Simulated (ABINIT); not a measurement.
# C (Fd-3m) in ABINIT: a series of runs

The runs below take C through band structure, equation of state, with r2SCAN, PBEsol, BLYP.

Program: ABINIT 10.8.3 (patched build). These are calculated values, not measurements. Logs are shortened: lines on timing, memory, paths and dates and some standing lists are left out, and cuts for length are marked. The log counts tension as positive stress, the text compression.

**The experiment to reproduce.**

From “Equation of state of cubic boron nitride at high pressures and temperatures”, 2007, arxiv:cond-mat/0702656, for a bulk crystal of C: bulk modulus 442 ± 5 GPa.

The results are compared with them further down.

### Step 1. The structure

The structure is cubic, space group Fd-3m (No. 227). The conventional cell has a = 3.567 Å, b = 3.567 Å, c = 3.567 Å, α = 90.00°, β = 90.00°, γ = 90.00°. C (site symmetry -43m) has 4 C at 1.54 Å as nearest neighbours.

This isn't the form of C at room conditions, which is graphite.

### Step 2. Band structure, r2SCAN

Input file run.abi:

```
# Datasets: ground state, then fixed potential
ndtset 2

# Pseudopotentials
pp_dirpath "./"
pseudos "06_C_4_1.2_1.2_pbe_n_v1.0.psp8"

# Structure
acell 2.5220660407 2.5220660407 2.5220660407 Angstrom
rprim
     0.0000000000     0.7071067812     0.7071067812
     0.7071067812     0.0000000000     0.7071067812
     0.7071067812     0.7071067812     0.0000000000
ntypat 1
znucl 6
natom 2
typat 1 1
xred
     0.7500000000     0.7500000000     0.7500000000
     0.5000000000     0.5000000000     0.5000000000

# Plane-wave basis
ecut 40.0

# Exchange and correlation
ixc -497498
usekden 1
nc_xccc_gspace 1
boxcutmin 3.0

# Bands and occupations
occopt 3
tsmear 0.00183747

# SCF cycle
nstep 100

# Output
iomode 3
prtwf 0
prteig 0
prtebands 0
enunit 2
prtden1 1
prtkden1 1
prtvha1 1
prtvclmb1 1
prtpot1 1

# Dataset 1
kptopt1 1
ngkpt1 13 13 13
nshiftk1 1
shiftk1 0.0 0.0 0.0
nband1 8
tolvrs1 1.0e-9

# Dataset 2: bands along G-X-W-K-G-L-U-W-L-K
iscf2 -2
getden2 1
getkden2 1
nband2 12
nbdbuf2 2
tolwfr2 1.0e-12
kptopt2 -9
ndivsm2 5
prteig2 1
kptbounds2
     0.0000000000     0.0000000000     0.0000000000
     0.5000000000     0.0000000000     0.5000000000
     0.5000000000     0.2500000000     0.7500000000
     0.3750000000     0.3750000000     0.7500000000
     0.0000000000     0.0000000000     0.0000000000
     0.5000000000     0.5000000000     0.5000000000
     0.6250000000     0.2500000000     0.6250000000
     0.5000000000     0.2500000000     0.7500000000
     0.5000000000     0.5000000000     0.5000000000
     0.3750000000     0.3750000000     0.7500000000
```

Potentials or basis: SPMS NC PBE v1.0.

Launch:

```
$ abinit run.abi > log 2>&1
```

run.abo:

```text
.Version 10.8.3 of ABINIT
 DATASET    1 : space group Fd -3 m (#227); Bravais cF (face-center cubic)
================================================================================
 Values of the parameters that define the memory need for DATASET  1.
     intxc =       0    ionmov =       0      iscf =       7    lmnmax =       4
     lnmax =       4     mgfft =      45  mpssoang =       2    mqgrid =    3001
     natom =       2  nloc_mem =       1    nspden =       1   nspinor =       1
    nsppol =       1      nsym =      48    n1xccc =    2501    ntypat =       1
    occopt =       3   xclevel =       2
       mpw =         938          nfft =       91125          nkpt =          84
================================================================================
================================================================================

 DATASET    2 : space group Fd -3 m (#227); Bravais cF (face-center cubic)
================================================================================
 Values of the parameters that define the memory need for DATASET  2.
     intxc =       0    ionmov =       0      iscf =      -2    lmnmax =       4
     lnmax =       4     mgfft =      45  mpssoang =       2    mqgrid =    3001
     natom =       2  nloc_mem =       1    nspden =       1   nspinor =       1
    nsppol =       1      nsym =      48    n1xccc =    2501    ntypat =       1
    occopt =       3   xclevel =       2
       mpw =         944          nfft =       91125          nkpt =          87
================================================================================
================================================================================

--------------------------------------------------------------------------------
------------- Echo of variables that govern the present computation ------------
--------------------------------------------------------------------------------
 -outvars: echo values of preprocessed input variables --------
            acell      4.7660140884E+00  4.7660140884E+00  4.7660140884E+00 Bohr
              amu      1.20110000E+01
        boxcutmin      3.00000000E+00
             ecut      4.00000000E+01 Hartree
           enunit           2
           getden1          0
           getden2          1
          getkden1          0
          getkden2          1
             iscf1          7
             iscf2         -2
                       outvar_i_n : Printing only first  50 k-points.
              ixc     -497498
           jdtset        1    2
                       outvar_i_n : Printing only first  50 k-points.
           kptopt1          1
           kptopt2         -9
         kptrlatt       13    0    0      0   13    0      0    0   13
          kptrlen1     6.19581832E+01
          kptrlen2     3.00000000E+01
            natom           2
            nband1          8
            nband2         12
           nbdbuf1          0
           nbdbuf2          2
   nc_xccc_gspace           1
           ndtset           2
           ndivsm1          0
           ndivsm2          5
            ngfft          45      45      45
             nkpt1         84
             nkpt2         87
            nstep         100
             nsym          48
           ntypat           1
                       prtocc : prtvol=0, do not print more k-points.
           occopt           3
        prtebands           0
           prteig1          0
           prteig2          1
          prtkden           1
           prtpot1          1
           prtpot2          0
         prtvclmb1          1
         prtvclmb2          0
           prtvha1          1
           prtvha2          0
            prtwf           0
            rprim      0.0000000000E+00  7.0710678120E-01  7.0710678120E-01
                       7.0710678120E-01  0.0000000000E+00  7.0710678120E-01
                       7.0710678120E-01  7.0710678120E-01  0.0000000000E+00
           shiftk1     0.00000000E+00  0.00000000E+00  0.00000000E+00
           shiftk2     5.00000000E-01  5.00000000E-01  5.00000000E-01
[... 669 lines left out ...]
)     Minimum=    1.6348E-02  at reduced coord.    0.0000    0.0000    0.0000
   Integrated=    8.3429E+00
--------------------------------------------------------------------------------

--- !ResultsGS
iteration_state: {dtset: 2, }
comment   : Summary of ground state results
lattice_vectors:
- [  0.0000000,   3.3700809,   3.3700809, ]
- [  3.3700809,   0.0000000,   3.3700809, ]
- [  3.3700809,   3.3700809,   0.0000000, ]
lattice_lengths: [   4.76601,    4.76601,    4.76601, ]
lattice_angles: [ 60.000,  60.000,  60.000, ] # degrees, (23, 13, 12)
lattice_volume:   7.6551017E+01
convergence: {deltae:  0.000E+00, res2:  0.000E+00, residm:  9.988E-13, diffor:  0.000E+00, }
etotal    :  -1.21087658E+01
entropy   :   0.00000000E+00
fermie    :   4.87409715E-01
cartesian_stress_tensor: null
pressure_GPa: null
xred      :
- [  7.5000E-01,   7.5000E-01,   7.5000E-01,  C]
- [  5.0000E-01,   5.0000E-01,   5.0000E-01,  C]
cartesian_forces: null
force_length_stats: {min: null, max: null, mean: null, }
...

 Integrated electronic density in atomic spheres:
 ------------------------------------------------
 Atom  Sphere_radius  Integrated_density
    1        2.00000          4.70693331
    2        2.00000          4.71871014
================================================================================

 ----iterations are completed or convergence reached----

 Mean square residual over all n,k,spin=   39.851E-14; max=  99.884E-14
 reduced coordinates (array xred) for    2 atoms
       0.750000000000      0.750000000000      0.750000000000
       0.500000000000      0.500000000000      0.500000000000

 cartesian coordinates (angstrom) at end:
    1      2.67505500001981     2.67505500001981     2.67505500001981
    2      1.78337000001321     1.78337000001321     1.78337000001321
 length scales=  4.766014088376  4.766014088376  4.766014088376 bohr
              =  2.522066040700  2.522066040700  2.522066040700 angstroms
 Eigenvalues (hartree) for nkpt=  87  k points:
 kpt#   1, nband= 12, wtk=  1.00000, kpt=  0.0000  0.0000  0.0000 (reduced coord)
  -0.46250    0.38266    0.38266    0.38266    0.59744    0.59744    0.59744    0.86389
   1.11818    1.39869    1.39869    1.44208
 kpt#   2, nband= 12, wtk=  1.00000, kpt=  0.0357  0.0000  0.0357 (reduced coord)
  -0.46069    0.37487    0.37487    0.37769    0.59582    0.60687    0.60687    0.86606
   1.12179    1.33769    1.40099    1.44631
 kpt#   3, nband= 12, wtk=  1.00000, kpt=  0.0714  0.0000  0.0714 (reduced coord)
  -0.45525    0.35489    0.35489    0.36327    0.59118    0.63176    0.63176    0.87099
   1.13229    1.26330    1.40790    1.45896
 kpt#   4, nband= 12, wtk=  1.00000, kpt=  0.1071  0.0000  0.1071 (reduced coord)
  -0.44619    0.32863    0.32863    0.34068    0.58414    0.66610    0.66610    0.87397
   1.14875    1.19946    1.41942    1.47995
 kpt#   5, nband= 12, wtk=  1.00000, kpt=  0.1429  0.0000  0.1429 (reduced coord)
  -0.43355    0.30025    0.30025    0.31148    0.57553    0.70561    0.70561    0.86765
   1.15437    1.16980    1.43555    1.50907
 kpt#   6, nband= 12, wtk=  1.00000, kpt=  0.1786  0.0000  0.1786 (reduced coord)
  -0.41735    0.27205    0.27205    0.27707    0.56626    0.74783    0.74783    0.84606
[... 229 lines left out ...]
 kpt#  83, nband= 12, wtk=  1.00000, kpt=  0.4306  0.4306  0.6389 (reduced coord)
  -0.20811   -0.10468    0.12846    0.22049    0.64633    0.82170    0.84644    0.95120
   1.11662    1.33480    1.34024    1.52355
 kpt#  84, nband= 12, wtk=  1.00000, kpt=  0.4167  0.4167  0.6667 (reduced coord)
  -0.19230   -0.09178    0.08688    0.20598    0.63056    0.85767    0.88662    0.92150
   1.09820    1.33643    1.33888    1.58358
 kpt#  85, nband= 12, wtk=  1.00000, kpt=  0.4028  0.4028  0.6944 (reduced coord)
  -0.17412   -0.08044    0.04965    0.19273    0.61666    0.87444    0.89187    0.93639
   1.08847    1.34021    1.34070    1.64152
 kpt#  86, nband= 12, wtk=  1.00000, kpt=  0.3889  0.3889  0.7222 (reduced coord)
  -0.15459   -0.07703    0.02489    0.18135    0.60511    0.83491    0.92137    0.96879
   1.09000    1.33943    1.35370    1.68408
 kpt#  87, nband= 12, wtk=  1.00000, kpt=  0.3750  0.3750  0.7500 (reduced coord)
  -0.13859   -0.08571    0.02198    0.17230    0.59607    0.79513    0.94381    0.98686
   1.10763    1.33439    1.37819    1.69993
 Eigenvalues (   eV  ) for nkpt=  87  k points:
 kpt#   1, nband= 12, wtk=  1.00000, kpt=  0.0000  0.0000  0.0000 (reduced coord)
 -12.58533   10.41281   10.41281   10.41281   16.25712   16.25712   16.25712   23.50771
  30.42733   38.06018   38.06018   39.24113
 kpt#   2, nband= 12, wtk=  1.00000, kpt=  0.0357  0.0000  0.0357 (reduced coord)
 -12.53594   10.20084   10.20084   10.27754   16.21322   16.51380   16.51380   23.56669
  30.52552   36.40036   38.12289   39.35614
 kpt#   3, nband= 12, wtk=  1.00000, kpt=  0.0714  0.0000  0.0714 (reduced coord)
 -12.38787    9.65700    9.65700    9.88496   16.08694   17.19096   17.19096   23.70098
  30.81114   34.37622   38.31102   39.70043
 kpt#   4, nband= 12, wtk=  1.00000, kpt=  0.1071  0.0000  0.1071 (reduced coord)
 -12.14151    8.94245    8.94245    9.27042   15.89527   18.12552   18.12552   23.78190
  31.25906   32.63888   38.62444   40.27157
 kpt#   5, nband= 12, wtk=  1.00000, kpt=  0.1429  0.0000  0.1429 (reduced coord)
 -11.79749    8.17009    8.17009    8.47582   15.66084   19.20067   19.20067   23.60984
  31.41200   31.83187   39.06328   41.06390
 kpt#   6, nband= 12, wtk=  1.00000, kpt=  0.1786  0.0000  0.1786 (reduced coord)
 -11.35674    7.40281    7.40281    7.53941   15.40859   20.34945   20.34945   23.02242
[... 230 lines left out ...]
  -5.66291   -2.84848    3.49564    5.99975   17.58766   22.35949   23.03267   25.88340
  30.38485   36.32183   36.46992   41.45786
 kpt#  84, nband= 12, wtk=  1.00000, kpt=  0.4167  0.4167  0.6667 (reduced coord)
  -5.23271   -2.49758    2.36399    5.60506   17.15838   23.33833   24.12620   25.07533
  29.88367   36.36617   36.43290   43.09145
 kpt#  85, nband= 12, wtk=  1.00000, kpt=  0.4028  0.4028  0.6944 (reduced coord)
  -4.73816   -2.18880    1.35093    5.24446   16.78027   23.79463   24.26900   25.48049
  29.61874   36.46898   36.48226   44.66791
 kpt#  86, nband= 12, wtk=  1.00000, kpt=  0.3889  0.3889  0.7222 (reduced coord)
  -4.20657   -2.09617    0.67721    4.93490   16.46589   22.71898   25.07188   26.36223
  29.66046   36.44765   36.83618   45.82623
 kpt#  87, nband= 12, wtk=  1.00000, kpt=  0.3750  0.3750  0.7500 (reduced coord)
  -3.77113   -2.33223    0.59809    4.68847   16.22003   21.63657   25.68251   26.85373
  30.14006   36.31070   37.50243   46.25754

== END DATASET(S) ==============================================================
================================================================================

 -outvars: echo values of variables after computation  --------
            acell      4.7660140884E+00  4.7660140884E+00  4.7660140884E+00 Bohr
           etotal1    -1.2108765836E+01
            fcart1    -1.2796249607E-29  1.5293078799E-29 -1.5293078799E-29
                       1.2796249607E-29 -1.5293078799E-29  1.5293078799E-29
            rprim      0.0000000000E+00  7.0710678120E-01  7.0710678120E-01
                       7.0710678120E-01  0.0000000000E+00  7.0710678120E-01
                       7.0710678120E-01  7.0710678120E-01  0.0000000000E+00
           strten1    -1.1222699688E-04 -1.1222699688E-04 -1.1222699688E-04
                       0.0000000000E+00  0.0000000000E+00  0.0000000000E+00
           xangst      2.6750550000E+00  2.6750550000E+00  2.6750550000E+00
                       1.7833700000E+00  1.7833700000E+00  1.7833700000E+00
             xred      7.5000000000E-01  7.5000000000E-01  7.5000000000E-01
                       5.0000000000E-01  5.0000000000E-01  5.0000000000E-01
 Calculation completed.
```

It took 5 min on 1 thread of Arm Neoverse V1, shared host; peak memory 0.11 GiB.

Results:

- Free energy: -329.4963 eV
- Pressure: 3.3 GPa
- Band gap on the k mesh: 4.17 eV, indirect (least direct gap 5.84 eV)
- Band gap along the path: 4.16 eV, indirect (least direct gap 5.84 eV)
- All electrons inside the program's atomic spheres: C 4.71, 4.72 (radii [1.0584] Å)

Levels at the corners of the path, in eV from the valence-band top:
```csv
point,band 1,band 2,band 3,band 4,band 5,band 6,band 7,band 8,band 9
Γ,-23.00,0.00,0.00,0.00,5.84,5.84,5.84,13.09,20.01
X,-13.85,-13.85,-6.71,-6.71,4.82,4.82,17.94,17.94,24.57
W,-13.10,-13.10,-8.78,-8.78,11.28,11.28,12.72,12.72,22.68
K,-14.18,-12.75,-9.81,-5.72,5.81,11.22,15.27,16.44,19.73
Γ,-23.00,0.00,0.00,0.00,5.84,5.84,5.84,13.09,20.01
L,-17.08,-14.20,-3.01,-3.01,8.68,8.91,8.91,16.68,23.17
U,-14.18,-12.75,-9.81,-5.72,5.81,11.22,15.27,16.44,19.73
W,-13.10,-13.10,-8.78,-8.78,11.28,11.28,12.72,12.72,22.68
L,-17.08,-14.20,-3.01,-3.01,8.68,8.91,8.91,16.68,23.17
K,-14.18,-12.75,-9.81,-5.72,5.81,11.22,15.27,16.44,19.73
```

Caveat: a meta-GGA on potentials with a model core is unreliable; a meta-GGA on norm-conserving files made for a GGA shifts volumes by about 1 %; the potentials were made for another functional, which shifts forces and pressure.

### Step 3. Equation of state, PBEsol

Input file run.abi:

```
# Datasets: one volume each
ndtset 7
getwfk -1
scalecart1 3*0.9795861087
scalecart2 3*0.9864848297
scalecart3 3*0.9932883884
scalecart4 3*1.0000000000
scalecart5 3*1.0066227096
scalecart6 3*1.0131594038
scalecart7 3*1.0196128224

# Pseudopotentials
pp_dirpath "./"
pseudos "C.GGA_PBE-JTH.xml"

# Structure
acell 4.7660140852 4.7660140852 4.7660140852
rprim
     0.0000000000     0.7071067812     0.7071067812
     0.7071067812     0.0000000000     0.7071067812
     0.7071067812     0.7071067812     0.0000000000
ntypat 1
znucl 6
natom 2
typat 1 1
xred
     0.7500000000     0.7500000000     0.7500000000
     0.5000000000     0.5000000000     0.5000000000

# Plane-wave basis
ecut 15.0
pawecutdg 30.0

# k points
kptopt 1
ngkpt 13 13 13
nshiftk 1
shiftk 0.0 0.0 0.0

# Exchange and correlation
ixc -116133

# Bands and occupations
nband 8
occopt 3
tsmear 0.05 eV

# SCF cycle
nstep 100
tolvrs 1.0e-9

# Output
iomode 3
prtwf 1
prtden 0
prteig 0
prtebands 0
```

Potentials or basis: JTH PAW PBE v2.0.

Launch:

```
$ abinit run.abi > log 2>&1
```

run.abo:

```text
.Version 10.8.3 of ABINIT
 DATASET    1 : space group Fd -3 m (#227); Bravais cF (face-center cubic)
================================================================================
 Values of the parameters that define the memory need for DATASET  1.
     intxc =       0    ionmov =       0      iscf =      17    lmnmax =       8
     lnmax =       4     mgfft =      18  mpssoang =       2    mqgrid =    3001
     natom =       2  nloc_mem =       2    nspden =       1   nspinor =       1
    nsppol =       1      nsym =      48    n1xccc =       1    ntypat =       1
    occopt =       3   xclevel =       2
       mpw =         206          nfft =        5832          nkpt =          84
 PAW method is used; the additional fine FFT grid is defined by:
   mgfftf=        24    nfftf =     13824
================================================================================
================================================================================
[... 71 lines left out ...]
 DATASET    7 : space group Fd -3 m (#227); Bravais cF (face-center cubic)
================================================================================
 Values of the parameters that define the memory need for DATASET  7.
     intxc =       0    ionmov =       0      iscf =      17    lmnmax =       8
     lnmax =       4     mgfft =      18  mpssoang =       2    mqgrid =    3001
     natom =       2  nloc_mem =       2    nspden =       1   nspinor =       1
    nsppol =       1      nsym =      48    n1xccc =       1    ntypat =       1
    occopt =       3   xclevel =       2
       mpw =         233          nfft =        5832          nkpt =          84
 PAW method is used; the additional fine FFT grid is defined by:
[... 1358 lines left out ...]
            acell      4.7660140852E+00  4.7660140852E+00  4.7660140852E+00 Bohr
           etotal1    -1.1453154583E+01
           etotal2    -1.1454169764E+01
           etotal3    -1.1454629072E+01
           etotal4    -1.1454597126E+01
           etotal5    -1.1454116943E+01
           etotal6    -1.1453237695E+01
           etotal7    -1.1451974135E+01
            fcart1    -8.0714791545E-43  3.9150510679E-27 -9.1351191583E-27
                       8.0714791545E-43 -3.9150510679E-27  9.1351191583E-27
            fcart2     3.2397268272E-27 -6.4794536545E-28 -3.2397268272E-27
                      -3.2397268272E-27  6.4794536545E-28  3.2397268272E-27
            fcart3     3.2175362209E-28  3.2175362209E-28 -3.2175362209E-28
                      -3.2175362209E-28 -3.2175362209E-28  3.2175362209E-28
            fcart4     9.5878241023E-28 -2.8763472307E-27  3.1959413674E-28
                      -9.5878241023E-28  2.8763472307E-27 -3.1959413674E-28
            fcart5     3.1749148285E-27 -1.9049488971E-27 -1.9049488971E-27
                      -3.1749148285E-27  1.9049488971E-27  1.9049488971E-27
[... 38 lines left out ...]
                       0.0000000000E+00  0.0000000000E+00  0.0000000000E+00
           xangst1     2.6204467163E+00  2.6204467163E+00  2.6204467163E+00
                       1.7469644775E+00  1.7469644775E+00  1.7469644775E+00
           xangst2     2.6389011744E+00  2.6389011744E+00  2.6389011744E+00
                       1.7592674496E+00  1.7592674496E+00  1.7592674496E+00
           xangst3     2.6571010681E+00  2.6571010681E+00  2.6571010681E+00
                       1.7714007121E+00  1.7714007121E+00  1.7714007121E+00
           xangst4     2.6750549982E+00  2.6750549982E+00  2.6750549982E+00
                       1.7833699988E+00  1.7833699988E+00  1.7833699988E+00
           xangst5     2.6927711107E+00  2.6927711107E+00  2.6927711107E+00
                       1.7951807404E+00  1.7951807404E+00  1.7951807404E+00
           xangst6     2.7102571271E+00  2.7102571271E+00  2.7102571271E+00
                       1.8068380848E+00  1.8068380848E+00  1.8068380848E+00
           xangst7     2.7275203768E+00  2.7275203768E+00  2.7275203768E+00
                       1.8183469179E+00  1.8183469179E+00  1.8183469179E+00
             xred      7.5000000000E-01  7.5000000000E-01  7.5000000000E-01
                       5.0000000000E-01  5.0000000000E-01  5.0000000000E-01
 Calculation completed.
```

Wall time 39 s (1 thread of Arm Neoverse V1, shared host); peak memory 0.11 GiB.

What came out:

```yaml
Equilibrium_volume: 5.61 Å³/atom
Bulk_modulus: 450 GPa
Pressure_derivative_of_the_bulk_modulus: "3.8 (rough: it moves with the points fitted)"
```

Energy against volume, from the lowest point:
```csv
volume (Å³/atom),energy (meV/atom)
5.332,20.06
5.445,6.25
5.558,0.00
5.672,0.43
5.785,6.97
5.899,18.93
6.012,36.12
```

Caveat: the cutoff is too short for stress, so the log's stress isn't used; pressures at fixed basis lie under the slope of the energies; the PAW data sets were made with another functional, which shifts forces and pressure a little; the atomic spheres overlap.

(Part 1 of 2 ends here.)
